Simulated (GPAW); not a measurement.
# GaAs (F-43m) in GPAW: reference runs

How does GaAs come out in PBE? The cell is run as given and disturbed.

Everything below comes from runs of GPAW 26.7.0. Logs are shortened: lines on timing, memory, paths and dates and some standing lists are left out, and cuts for length are marked. The log counts tension as positive stress, the text compression.

**What was measured.**

“Evidence of valence band perturbations in GaAsN/GaAs(001): A combined variable-angle spectroscopic ellipsometry and modulated photoreflectance investigation”, 2008, arxiv:0805.2212 reports, for a bulk crystal of GaAs at 300 K: band gap 1.412 ± 0.01 eV (direct).

The runs below are set against these values where they give the same quantity.

### 1 The structure

It takes space group F-43m (No. 216, cubic). Conventional cell: a = 5.654 Å, b = 5.654 Å, c = 5.654 Å, α = 90.00°, β = 90.00°, γ = 90.00°. As (site symmetry -43m) has 4 Ga at 2.45 Å as nearest neighbours. Ga (site symmetry -43m) is surrounded by 4 As at 2.45 Å.

### 2 Single point, PBE

Contents of run.py:

```python
from ase import Atoms
from ase.dft.bandgap import bandgap
from ase.io import write
from ase.units import Bohr, GPa
from gpaw import GPAW, PW
from gpaw.elf import elf_from_dft_calculation

atoms = Atoms(['As', 'Ga'],
              cell=[[0.0, 2.82685, 2.82685],
                    [2.82685, 0.0, 2.82685],
                    [2.82685, 2.82685, 0.0]],
              scaled_positions=[[0.75, 0.75, 0.75],
                                [0.0, 0.0, 0.0]],
              pbc=True)

calc = GPAW(mode=PW(600),
            xc='PBE',
            kpts={'size': (8, 8, 8), 'gamma': True},
            occupations={'name': 'fermi-dirac', 'width': 0.05},
            nbands=11,
            convergence={'density': 1e-05, 'energy': 1e-05},
            maxiter=150,
            txt='gpaw.txt')
atoms.calc = calc
energy = atoms.get_potential_energy()
forces = atoms.get_forces()
stress = atoms.get_stress()
calc.write('gs.gpw')
write('result.traj', atoms)
print(f'Energy: {energy:.6f} eV')
print('Forces (eV/A):')
print(forces.round(4))
print('Stress (GPa):', (stress / GPa).round(3))
print('Fermi level:', round(calc.get_fermi_level(), 4), 'eV')
print(f'Gap: {bandgap(calc)[0]:.4f} eV, direct: {bandgap(calc, direct=True)[0]:.4f} eV')

# fields on the real-space grid
write('density.cube', atoms, data=calc.get_pseudo_density() * Bohr**3)
write('potential.cube', atoms, data=calc.get_electrostatic_potential())
write('elf.cube', atoms, data=elf_from_dft_calculation(calc).data)
```

Potentials or basis: GPAW PAW data sets (gpaw-data 1.2.1), pw.

Started as:

```bash
> OMP_NUM_THREADS=1 python run.py
```

gpaw.txt:

```text
__  _  _
 | _ |_)|_||  |
 |__||  | ||/\| - 26.7.0

Input parameters:
  mode=PW(ecut=600.0),
  convergence={'density': 1e-05, 'energy': 1e-05},
  kpts=MonkhorstPack(size=(8, 8, 8), gamma=True),
  maxiter=150,
  nbands=11,
  occupations=Occupations(name='fermi-dirac', width=0.05),
  xc=XC(name='PBE')

Diagonalizing LCAO Hamiltonian
Converting LCAO to pw mode

                    As

       Ga

Atoms  # Å, Bohr magnetons
|   | symbol |        x |        y |        z |    initial magnetic moments |
|---|--------|----------|----------|----------|-----------------------------|
| 0 |     As | 4.240275 | 4.240275 | 4.240275 | ( 0.0000,  0.0000,  0.0000) |
| 1 |     Ga | 0.000000 | 0.000000 | 0.000000 | ( 0.0000,  0.0000,  0.0000) |

Unit cell  # Å
| periodic |        x |        y |        z |  lengths |    angles |
|----------|----------|----------|----------|----------|-----------|
|      yes | 0.000000 | 2.826850 | 2.826850 | 3.997770 | 60.000000 |
|      yes | 2.826850 | 0.000000 | 2.826850 | 3.997770 | 60.000000 |
|      yes | 2.826850 | 2.826850 | 0.000000 | 3.997770 | 60.000000 |

Number of symmetries: 24
Symmetry operations  # r_c * U_cc + t_c -> r_c
|    | kind |            matrix            |
|----|------|------------------------------|
|  0 |  E   |  1, 0, 0,  0, 1, 0,  0, 0, 1 |
|  1 |  σ   |  1, 0, 0,  0, 0, 1,  0, 1, 0 |
|  2 |  σ   |  1, 0,-1,  0, 1,-1,  0, 0,-1 |
|  3 |  C3  |  1, 0,-1,  0, 0,-1,  0, 1,-1 |
|  4 |  C3  |  1,-1, 0,  0,-1, 1,  0,-1, 0 |
|  5 |  σ   |  1,-1, 0,  0,-1, 0,  0,-1, 1 |
|  6 |  σ   |  0, 1, 0,  1, 0, 0,  0, 0, 1 |
|  7 |  C3  |  0, 1, 0,  0, 0, 1,  1, 0, 0 |
|  8 |  C2  |  0, 1,-1,  1, 0,-1,  0, 0,-1 |
|  9 |  S4  |  0, 1,-1,  0, 0,-1,  1, 0,-1 |
| 10 |  C3  |  0, 0, 1,  1, 0, 0,  0, 1, 0 |
| 11 |  σ   |  0, 0, 1,  0, 1, 0,  1, 0, 0 |
| 12 |  S4  |  0, 0,-1,  1, 0,-1,  0, 1,-1 |
| 13 |  C3  |  0, 0,-1,  0, 1,-1,  1, 0,-1 |
| 14 |  S4  |  0,-1, 1,  1,-1, 0,  0,-1, 0 |
| 15 |  C2  |  0,-1, 1,  0,-1, 0,  1,-1, 0 |
| 16 |  C3  |  0,-1, 0,  1,-1, 0,  0,-1, 1 |
| 17 |  S4  |  0,-1, 0,  0,-1, 1,  1,-1, 0 |
| 18 |  S4  | -1, 1, 0, -1, 0, 1, -1, 0, 0 |
| 19 |  C3  | -1, 1, 0, -1, 0, 0, -1, 0, 1 |
| 20 |  C3  | -1, 0, 1, -1, 1, 0, -1, 0, 0 |
| 21 |  S4  | -1, 0, 1, -1, 0, 0, -1, 1, 0 |
| 22 |  σ   | -1, 0, 0, -1, 1, 0, -1, 0, 1 |
| 23 |  C2  | -1, 0, 0, -1, 0, 1, -1, 1, 0 |

BZ-sampling:
  Number of BZ points: 512
  Number of IBZ points: 29

  Monkhorst-Pack size: [8, 8, 8]
  Monkhorst-Pack shift: [0.0625, 0.0625, 0.0625]

K-points  # in reciprocal-cell coordinates
|     |                                coordinates |     weight |
|-----|--------------------------------------------|------------|
|   0 | (  0.00000000,   0.00000000,   0.00000000) | 0.00195312 |
|   1 | (  0.12500000,   0.12500000,   0.00000000) | 0.01171875 |
|   2 | (  0.12500000,   0.12500000,   0.12500000) | 0.01562500 |
|   3 | (  0.25000000,   0.12500000,   0.12500000) | 0.02343750 |
|   4 | (  0.25000000,   0.25000000,   0.00000000) | 0.01171875 |
|   5 | (  0.25000000,   0.25000000,   0.12500000) | 0.04687500 |
|   6 | (  0.25000000,   0.25000000,   0.25000000) | 0.01562500 |
|   7 | (  0.37500000,   0.25000000,  -0.37500000) | 0.04687500 |
|   8 | (  0.37500000,   0.25000000,   0.12500000) | 0.04687500 |
|   9 | (  0.37500000,   0.25000000,   0.25000000) | 0.04687500 |
| ... |                                            |            |
|  28 | (  0.50000000,   0.50000000,   0.50000000) | 0.00781250 |

Plane wave coefficients: 1540
Cutoff: 600.0 eV

Spin-components: 1 (collinear spins)
Bands:           11
Projectors:      10
Spin-degeneracy: 2
Datatype:        complex128

Density:
  Valence electrons: 8.0
  Components: 1
  Grid points: [24 24 24]
  Charge: 0.0  # |e|

Potential:
  Grid points: [24 24 24]

species:
  As:
    name:    Arsenic
    Z:       33.0
    valence: 5
    core:    28
    charge:  0.0  # [|e|]
    compensation charges:
      type: gauss
      rc: 0.33  # [Å]
      lmax: 2
    cutoffs:
      filter: 1.87  # [Å]
      core: 2.96  # [Å]
    projectors
    | kind |    occ | energy [eV] | rcut [Å] |
    |------|--------|-------------|----------|
    |   4s |  2.000 |     -14.487 |    1.058 |
    |   4p |  3.000 |      -5.196 |    1.058 |
    |    s |        |      12.725 |    1.058 |
    |    p |        |      22.016 |    1.058 |
    |    d |        |       0.000 |    1.058 |

    Using partial waves for As as LCAO basis

  Ga:
    name:    Gallium
    Z:       31.0
    valence: 3
    core:    28
    charge:  0.0  # [|e|]
    compensation charges:
      type: gauss
      rc: 0.37  # [Å]
      lmax: 2
    cutoffs:
      filter: 2.06  # [Å]
      core: 4.17  # [Å]
    projectors
    | kind |    occ | energy [eV] | rcut [Å] |
    |------|--------|-------------|----------|
    |   4s |  2.000 |      -8.945 |    1.164 |
    |   4p |  1.000 |      -2.580 |    1.164 |
    |    s |        |      18.266 |    1.164 |
    |    p |        |      24.631 |    1.164 |
    |    d |        |       0.000 |    1.164 |

    Using partial waves for Ga as LCAO basis

Reference energy: -114387.645129  # eV

eigensolver:
  PPCG
  Converge bands: occupied
  niter=2

density mixing:
  MSR1-Mixer
  Pratt-step length: 0.05
  Maximum mixing coefficient: 0.75
  Old densities: 10
  SVD Regularization: 0.005
  Good broyden scale: 1.0
  Trust region scale: 1.0
  Backstep threshold: 4.0
  History deletion threshold: 6.0
  Fourier metric: weight=20.0, sigma=0.015

occupation numbers:
  Fermi-Dirac:
    width: 0.0500  # eV

poisson solver:
  ecut: 4800.0  # eV

xc functional:
  name: PBE with 2 nearest neighbor stencil

convergence criteria:
- Maximum integral of absolute [dens]ity change: 1e-05 electrons / valence electron
- Maximum [total energy] change in last 3 cyles: 1e-05 eV / valence electron
- Maximum integral of absolute [eigenst]ate change: 4e-08 eV^2 / valence electron
maximum number of iterations: 150

SCF iterations
|iter     | |      energy | eigst |  dens |
|---------|-|-------------|-------|-------|
|iter:   1| |   -8.317123 | -0.65 |       |
|iter:   2| |   -8.299839 | -3.03 | -0.89 |
|iter:   3| |   -8.227213 | -2.22 | -0.92 |
|iter:   4| |   -8.228986 | -3.81 | -1.52 |
|iter:   5| |   -8.229238 | -4.71 | -2.05 |
|iter:   6| |   -8.229255 | -6.03 | -2.81 |
|iter:   7| |   -8.229255c| -7.48c| -3.55 |
|iter:   8| |   -8.229255c| -8.54c| -4.10 |
|iter:   9| |   -8.229255c| -9.27c| -5.40c|

Converged in 9 steps
Energy contributions relative to reference atoms: (reference = -114387.645129)

Energy contributions:
  Kinetic:          26.967265
  Coulomb:         -23.857427
  Zero:              0.019553
  External:          0.000000
  Xc:              -11.358639
  Entropy:          -0.000014
  Spinorbit:         0.000000
  ----------------------------
  Free energy:      -8.229262
  Extrapolated:     -8.229255

dipole moment: (-10.964928, -10.964928, -10.964928)  # |e|*Ang

Fermi level: 5.244
Eigenvalues  # (at kpt = [0.000, 0.000, 0.000])
| band index |      eig [eV] | occ [0-2] |
|------------|---------------|-----------|
|          0 |        -7.775 |     2.000 |
|          1 |         4.921 |     1.997 |
|          2 |         4.921 |     1.997 |
|          3 |         4.921 |     1.997 |
|          4 |         5.508 |     0.010 |
|          5 |         8.695 |     0.000 |
|          6 |         8.695 |     0.000 |
|          7 |         8.695 |     0.000 |
|          8 |        12.577 |     0.000 |
|          9 |        15.009 |     0.000 |
|         10 |        15.009 |     0.000 |

Gap: 0.587 eV
Transition (v -> c):
  (s=0, k=0, n=3, [0.00, 0.00, 0.00]) -> (s=0, k=0, n=4, [0.00, 0.00, 0.00])
No difference between direct/indirect transitions

Forces  # eV/Ang
|       x |       y |       z |
|---------|---------|---------|
| 0.00000 | 0.00000 | 0.00000 |  # As   0
| 0.00000 | 0.00000 | 0.00000 |  # Ga   1

Stress tensor  # eV/Ang^3
|         x |         y |         z |
|-----------|-----------|-----------|
| -0.027057 |  0.000000 | -0.000000 |
|  0.000000 | -0.027057 |  0.000000 |
| -0.000000 |  0.000000 | -0.027057 |

# Writing to gs.gpw (mode='')
```

It took 8.6 s on 1 thread of Arm Neoverse V2, shared host; peak memory 0.15 GiB.

What came out:

```
Free energy            : -8.2293 eV
Pressure               : 4.3 GPa
Band gap on the k mesh : 0.59 eV, direct
```

Levels at points of the mesh, in eV from the valence-band top:
```tsv
k point	band 1	band 2	band 3	band 4	band 5	band 6	band 7
(0.00, 0.00, 0.00)	-12.70	0.00	0.00	0.00	0.59	3.77	3.77
(0.50, 0.50, 0.00)	-10.34	-6.79	-2.66	-2.66	1.48	1.68	10.22
(0.50, 0.50, 0.50)	-11.06	-6.61	-1.13	-1.13	1.05	4.67	4.67
```

### 3 Single point, PBE (atoms moved at random, drawn with an rms of 0.05 Å)

Contents of run.py:

```python
from ase.dft.bandgap import bandgap
from ase.io import read, write
from ase.units import GPa
from gpaw import GPAW, PW

atoms = read('POSCAR')

calc = GPAW(mode=PW(600),
            xc='PBE',
            kpts={'size': (8, 8, 8), 'gamma': True},
            occupations={'name': 'fermi-dirac', 'width': 0.05},
            nbands=11,
            convergence={'density': 1e-05, 'energy': 1e-05},
            maxiter=150,
            txt='gpaw.txt')
atoms.calc = calc
energy = atoms.get_potential_energy()
forces = atoms.get_forces()
stress = atoms.get_stress()
calc.write('gs.gpw')
write('result.traj', atoms)
print(f'Energy: {energy:.6f} eV')
print('Forces (eV/A):')
print(forces.round(4))
print('Stress (GPa):', (stress / GPa).round(3))
print('Fermi level:', round(calc.get_fermi_level(), 4), 'eV')
print(f'Gap: {bandgap(calc)[0]:.4f} eV, direct: {bandgap(calc, direct=True)[0]:.4f} eV')
```

Contents of POSCAR:

```
GaAs
1.0
    0.0000000000      2.8268500000      2.8268500000
    2.8268500000      0.0000000000      2.8268500000
    2.8268500000      2.8268500000      0.0000000000
As Ga
1 1
Direct
    0.7579050000      0.7397830000      0.7594210000
    0.0096460000      0.0093300000     -0.0205510000
```

Potentials or basis: GPAW PAW data sets (gpaw-data 1.2.1), pw.

Started as:

```bash
> OMP_NUM_THREADS=1 python run.py
```

gpaw.txt:

```text
__  _  _
 | _ |_)|_||  |
 |__||  | ||/\| - 26.7.0

Input parameters:
  mode=PW(ecut=600.0),
  convergence={'density': 1e-05, 'energy': 1e-05},
  kpts=MonkhorstPack(size=(8, 8, 8), gamma=True),
  maxiter=150,
  nbands=11,
  occupations=Occupations(name='fermi-dirac', width=0.05),
  xc=XC(name='PBE')

Diagonalizing LCAO Hamiltonian
Converting LCAO to pw mode

                    As

       Ga

Atoms  # Å, Bohr magnetons
|   | symbol |         x |         y |        z |    initial magnetic moments |
|---|--------|-----------|-----------|----------|-----------------------------|
| 0 |     As |  4.238025 |  4.289253 | 4.233739 | ( 0.0000,  0.0000,  0.0000) |
| 1 |     Ga | -0.031720 | -0.030827 | 0.053642 | ( 0.0000,  0.0000,  0.0000) |

Unit cell  # Å
| periodic |        x |        y |        z |  lengths |    angles |
|----------|----------|----------|----------|----------|-----------|
|      yes | 0.000000 | 2.826850 | 2.826850 | 3.997770 | 60.000000 |
|      yes | 2.826850 | 0.000000 | 2.826850 | 3.997770 | 60.000000 |
|      yes | 2.826850 | 2.826850 | 0.000000 | 3.997770 | 60.000000 |

Number of symmetries: 1
Symmetry operations  # r_c * U_cc + t_c -> r_c
|   | kind |            matrix            |
|---|------|------------------------------|
| 0 |  E   |  1, 0, 0,  0, 1, 0,  0, 0, 1 |

BZ-sampling:
  Number of BZ points: 512
  Number of IBZ points: 260

  Monkhorst-Pack size: [8, 8, 8]
  Monkhorst-Pack shift: [0.0625, 0.0625, 0.0625]

K-points  # in reciprocal-cell coordinates
|     |                                coordinates |     weight |
|-----|--------------------------------------------|------------|
|   0 | (  0.00000000,   0.00000000,   0.00000000) | 0.00195312 |
|   1 | (  0.00000000,   0.00000000,   0.12500000) | 0.00390625 |
|   2 | (  0.00000000,   0.00000000,   0.25000000) | 0.00390625 |
|   3 | (  0.00000000,   0.00000000,   0.37500000) | 0.00390625 |
|   4 | (  0.00000000,   0.00000000,   0.50000000) | 0.00195312 |
|   5 | (  0.00000000,   0.12500000,  -0.37500000) | 0.00390625 |
|   6 | (  0.00000000,   0.12500000,  -0.25000000) | 0.00390625 |
|   7 | (  0.00000000,   0.12500000,  -0.12500000) | 0.00390625 |
|   8 | (  0.00000000,   0.12500000,   0.00000000) | 0.00390625 |
|   9 | (  0.00000000,   0.12500000,   0.12500000) | 0.00390625 |
| ... |                                            |            |
| 259 | (  0.50000000,   0.50000000,   0.50000000) | 0.00195312 |

Plane wave coefficients: 1540
Cutoff: 600.0 eV

Spin-components: 1 (collinear spins)
Bands:           11
Projectors:      10
Spin-degeneracy: 2
Datatype:        complex128

Density:
  Valence electrons: 8.0
  Components: 1
  Grid points: [24 24 24]
  Charge: 0.0  # |e|

Potential:
  Grid points: [24 24 24]

species:
  As:
    name:    Arsenic
    Z:       33.0
    valence: 5
    core:    28
    charge:  0.0  # [|e|]
    compensation charges:
      type: gauss
      rc: 0.33  # [Å]
      lmax: 2
    cutoffs:
      filter: 1.87  # [Å]
      core: 2.96  # [Å]
    projectors
    | kind |    occ | energy [eV] | rcut [Å] |
    |------|--------|-------------|----------|
    |   4s |  2.000 |     -14.487 |    1.058 |
    |   4p |  3.000 |      -5.196 |    1.058 |
    |    s |        |      12.725 |    1.058 |
    |    p |        |      22.016 |    1.058 |
    |    d |        |       0.000 |    1.058 |

    Using partial waves for As as LCAO basis

  Ga:
    name:    Gallium
    Z:       31.0
    valence: 3
    core:    28
    charge:  0.0  # [|e|]
    compensation charges:
      type: gauss
      rc: 0.37  # [Å]
      lmax: 2
    cutoffs:
      filter: 2.06  # [Å]
      core: 4.17  # [Å]
    projectors
    | kind |    occ | energy [eV] | rcut [Å] |
    |------|--------|-------------|----------|
    |   4s |  2.000 |      -8.945 |    1.164 |
    |   4p |  1.000 |      -2.580 |    1.164 |
    |    s |        |      18.266 |    1.164 |
    |    p |        |      24.631 |    1.164 |
    |    d |        |       0.000 |    1.164 |

    Using partial waves for Ga as LCAO basis

Reference energy: -114387.645129  # eV

eigensolver:
  PPCG
  Converge bands: occupied
  niter=2

density mixing:
  MSR1-Mixer
  Pratt-step length: 0.05
  Maximum mixing coefficient: 0.75
  Old densities: 10
  SVD Regularization: 0.005
  Good broyden scale: 1.0
  Trust region scale: 1.0
  Backstep threshold: 4.0
  History deletion threshold: 6.0
  Fourier metric: weight=20.0, sigma=0.015

occupation numbers:
  Fermi-Dirac:
    width: 0.0500  # eV

poisson solver:
  ecut: 4800.0  # eV

xc functional:
  name: PBE with 2 nearest neighbor stencil

convergence criteria:
- Maximum integral of absolute [dens]ity change: 1e-05 electrons / valence electron
- Maximum [total energy] change in last 3 cyles: 1e-05 eV / valence electron
- Maximum integral of absolute [eigenst]ate change: 4e-08 eV^2 / valence electron
maximum number of iterations: 150

SCF iterations
|iter     | |      energy | eigst |  dens |
|---------|-|-------------|-------|-------|
|iter:   1| |   -8.268652 | -0.64 |       |
|iter:   2| |   -8.250811 | -3.02 | -0.89 |
|iter:   3| |   -8.175763 | -2.21 | -0.92 |
|iter:   4| |   -8.177550 | -3.79 | -1.52 |
|iter:   5| |   -8.177809 | -4.69 | -2.05 |
|iter:   6| |   -8.177825 | -6.02 | -2.81 |
|iter:   7| |   -8.177826c| -7.46c| -3.54 |
|iter:   8| |   -8.177826c| -8.53c| -4.10 |
|iter:   9| |   -8.177826c| -9.25c| -5.38c|

Converged in 9 steps
Energy contributions relative to reference atoms: (reference = -114387.645129)

Energy contributions:
  Kinetic:          27.420594
  Coulomb:         -24.227344
  Zero:              0.020130
  External:          0.000000
  Xc:              -11.391154
  Entropy:          -0.000104
  Spinorbit:         0.000000
  ----------------------------
  Free energy:      -8.177878
  Extrapolated:     -8.177826

dipole moment: (3.147828, 3.462301, -10.452788)  # |e|*Ang

Fermi level: 5.380
Eigenvalues  # (at kpt = [0.000, 0.000, 0.000])
| band index |      eig [eV] | occ [0-2] |
|------------|---------------|-----------|
|          0 |        -7.784 |     2.000 |
|          1 |         4.637 |     2.000 |
|          2 |         4.842 |     2.000 |
|          3 |         5.251 |     1.860 |
|          4 |         5.508 |     0.142 |
|          5 |         8.509 |     0.000 |
|          6 |         8.732 |     0.000 |
|          7 |         8.888 |     0.000 |
|          8 |        12.561 |     0.000 |
|          9 |        15.009 |     0.000 |
|         10 |        15.018 |     0.000 |

Gap: 0.258 eV
Transition (v -> c):
  (s=0, k=0, n=3, [0.00, 0.00, 0.00]) -> (s=0, k=0, n=4, [0.00, 0.00, 0.00])
No difference between direct/indirect transitions

Forces  # eV/Ang
|        x |        y |        z |
|----------|----------|----------|
| -0.16066 | -0.76381 |  0.54951 |  # As   0
|  0.16066 |  0.76382 | -0.54952 |  # Ga   1

Stress tensor  # eV/Ang^3
|         x |         y |         z |
|-----------|-----------|-----------|
| -0.029859 |  0.010843 | -0.015020 |
|  0.010843 | -0.028357 | -0.003427 |
| -0.015020 | -0.003427 | -0.029098 |

# Writing to gs.gpw (mode='')
```

Run time: 62 s. Hardware: 1 thread of Arm Neoverse V2, shared host; peak memory 0.29 GiB.

Results:

```yaml
Free_energy: -8.1779 eV
Pressure: 4.7 GPa
Largest_force: 0.955 eV/Å
Band_gap_on_the_k_mesh: 0.26 eV, direct
```

Forces on the atoms (eV/Å):
```
As  -0.161 -0.764  0.550
Ga   0.161  0.764 -0.550
```

Stress tensor (GPa, compression positive):
```
 4.78 -1.74  2.41
-1.74  4.54  0.55
 2.41  0.55  4.66
```

Levels at points of the mesh, in eV from the valence-band top:
```tsv
k point	band 1	band 2	band 3	band 4	band 5	band 6	band 7
(0.00, 0.00, 0.00)	-13.03	-0.61	-0.41	0.00	0.26	3.26	3.48
(0.00, 0.00, 0.50)	-11.51	-6.57	-1.62	-1.41	0.49	4.08	4.36
(0.00, 0.50, 0.00)	-11.33	-7.18	-1.64	-1.22	0.86	4.12	4.73
(0.00, 0.50, 0.50)	-10.68	-7.14	-3.04	-2.92	1.11	1.36	9.87
(0.50, 0.00, 0.00)	-11.40	-6.96	-1.73	-1.18	0.72	3.96	4.74
(0.50, 0.00, 0.50)	-10.69	-7.11	-3.11	-2.88	1.01	1.47	9.75
(0.50, 0.50, 0.00)	-10.69	-7.12	-3.07	-2.89	1.05	1.42	9.80
(0.50, 0.50, 0.50)	-11.37	-7.04	-1.71	-1.18	0.78	4.00	4.76
```

### 4 Comparison with measurements

Step 2. A measured gap of GaAs is 1.412 eV (direct; 300 K; “Evidence of valence band perturbations in GaAsN/GaAs(001): A combined variable-angle spectroscopic ellipsometry and modulated photoreflectance investigation”, 2008, arxiv:0805.2212); the calculated 0.59 eV misses it by -0.83 eV. 3 values of this kind are on record (1.412 to 1.51 eV); this one was drawn at random among those near their median, those with a stated uncertainty first. Spin-orbit coupling on As, Ga is left out. The value is that of PBE on a finite k mesh, which can miss the band edges, without temperature or zero-point motion. Semilocal functionals fall short of measured gaps as a rule.
